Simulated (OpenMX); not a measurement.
Runs of OpenMX 3.8.5 on SiO2. It takes space group P6_222 (No. 180, hexagonal). The conventional cell has a = 5.193 Å, b = 5.193 Å, c = 5.684 Å, α = 90.00°, β = 90.00°, γ = 120.00°. Around Si (site symmetry 222) lie 4 O at 1.65 Å. O (site symmetry 2) is surrounded by 2 Si at 1.65 Å. The cell comes from a database or a generator and needn't be the stable form of this composition.

| cell | gap on the mesh (eV) | pressure (GPa) | largest force (eV/Å) |
| --- | --- | --- | --- |
| P6_222, 14.75 Å³/atom | 5.41 | -4.5 | 0.16 |
| P6_222, 13.11 Å³/atom | 6.41 | (a) | 1.11 |
| P6_222, 12.02 Å³/atom | (b) | 42.2 | 2.06 |
| P6_222, 12.56 Å³/atom | 6.68 | (d) | 1.54 |
| P6_222, 13.66 Å³/atom | 6.10 | 9.1 | 0.74 |
| P6_222, 14.2 Å³/atom | 5.76 | (c) | 0.42 |

Alike in all rows: task single point; level PBE; potentials or basis OpenMX 2013 PBE set, Si7.0-s2p2d1, O6.0-s2p2d1, grid cutoff 400 Ry; no spin polarisation; k mesh 5 × 5 × 5; smearing fermi-dirac 0.05 eV.

**Question.** Fill in the values left out.

**Answer.** (a) 18.1; (b) 6.92; (c) 1.7; (d) 29.0.

Caveats: an odd mesh through Γ misses points on the zone boundary, where band edges often lie; the basis of atomic orbitals isn't converged, which shifts pressures, moduli and gaps; forces of over 1 eV/Å show positions far from the minimum, so gaps and moduli don't describe the material at rest (some runs).
